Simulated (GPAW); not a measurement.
Here is a GPAW 26.7.0 calculation.

File run.py:

```python
from ase.calculators.mixing import SumCalculator
from ase.filters import FrechetCellFilter
from ase.io import read, write
from ase.optimize import BFGS
from dftd4.ase import DFTD4
from gpaw import GPAW, PW, setup_paths

setup_paths.insert(0, '.')

atoms = read('POSCAR')

calc = GPAW(mode=PW(800),
            xc='BLYP',
            kpts={'size': (11, 11, 11), 'gamma': True},
            occupations={'name': 'fermi-dirac', 'width': 0.05},
            nbands=18,
            convergence={'density': 1e-05, 'forces': 0.0001},
            eigensolver='davidson',
            maxiter=150,
            txt='gpaw.txt')
atoms.calc = SumCalculator([calc, DFTD4(method='blyp')])
opt = BFGS(FrechetCellFilter(atoms), trajectory='relax.traj', logfile='-')
done = opt.run(fmax=0.02, steps=40)
calc.write('gs.gpw')
write('result.traj', atoms)
print('Converged:', done)
print('Cell:', atoms.cell.cellpar().round(4))
print('Volume:', round(atoms.get_volume(), 4))
print(atoms.get_scaled_positions().round(5))
```

POSCAR

```
TiC
1.0
    0.0000000000      2.1657188437      2.1657188437
    2.1657188437      0.0000000000      2.1657188437
    2.1657188437      2.1657188437      0.0000000000
Ti C
1 1
Direct
    0.0000000000      0.0000000000      0.0000000000
    0.5000000000      0.5000000000      0.5000000000
```

Potentials or basis: PAW data sets generated in the run's folder for this functional, pw.

Run with:

```console
$ gpaw-setup -f BLYP C Ti
$ OMP_NUM_THREADS=1 python run.py
```

**Question.** Estimate the dispersion energy per atom.

**Answer.** -0.527 eV.

**Question.** What does it give for the relaxed cell?

**Answer.** a = 3.060 Å, b = 3.060 Å, c = 3.060 Å, α = 59.99°, β = 59.99°, γ = 59.99°.

Final structure:
```
Ti C
1.0
     0.00028    2.16363    2.16363
     2.16363    0.00028    2.16363
     2.16363    2.16363    0.00028
Ti C
1 1
Cartesian
  0.0000 0.0000 0.0000
  2.1638 2.1638 2.1638
```

Caveat: later steps reuse the first step's grids.
